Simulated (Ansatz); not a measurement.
**ZnO (zincite): single point with PBE**

**Measured values to compare with.**

From “Electronic structure of alkaline earth and post-transition metal oxides”, 2009, arxiv:0908.1581, for a bulk crystal of ZnO: band gap 3.37 eV.

ZnO (zincite):

```
CELL_PARAMETERS angstrom
3.24931 0.00000 0.00000
-1.62465 2.81398 0.00000
0.00000 0.00000 5.20571
ATOMIC_POSITIONS crystal
Zn 0.66667 0.33333 0.00000
Zn 0.33333 0.66667 0.50000
O 0.33333 0.66667 0.87901
O 0.66667 0.33333 0.37901
```

```yaml
Program: Ansatz 0.2.0
Task: single point
Functional: PBE
Potentials_or_basis: all-electron LAPW, scalar-relativistic
Cutoff: 429 eV (chosen from the basis error)
Basis_error_allowed: 0.001 eV/atom
k_mesh: 9 × 9 × 5
Occupations: fermi-dirac, width 0.05 eV
Spin: no spin polarisation
```

- Pressure: 4.8 GPa
- Largest force: 0.070 eV/Å
- Band gap on the k mesh: 0.82 eV, direct
- Loewdin charges: Zn +1.42; O -1.23 e

Forces on the atoms (eV/Å):
```
Zn   0.000  0.000 -0.070
Zn   0.000  0.000 -0.070
O    0.000  0.000  0.070
O    0.000  0.000  0.070
```

Stress tensor (GPa, compression positive):
```
4.25 0.00 0.00
0.00 4.25 0.00
0.00 0.00 5.95
```

Levels at points of the mesh, in eV from the valence-band top:
| k point | band 24 | band 25 | band 26 | band 27 | band 28 | band 29 | band 30 | band 31 | band 32 | band 33 |
| --- | --- | --- | --- | --- | --- | --- | --- | --- | --- | --- |
| (0.00, 0.00, 0.00) | -0.81 | -0.81 | -0.07 | 0.00 | 0.00 | 0.82 | 5.24 | 8.28 | 12.88 | 12.88 |

It took 28 s on 2 threads of AMD EPYC 7R43 64-Core Processor (Zen 3), on a shared host, peak memory 0.46 GiB.

Against the measured gap of ZnO, 3.37 eV (quoted in “Electronic structure of alkaline earth and post-transition metal oxides”, 2009, arxiv:0908.1581), the calculated 0.82 eV is off by -2.55 eV. So large a miss can be the level of theory's own, or it may mean another phase, state or a wrong row. The value is that of PBE, without temperature or zero-point motion. Semilocal functionals fall short of measured gaps as a rule.

Caveat: the atomic charges don't sum to the cell's charge.
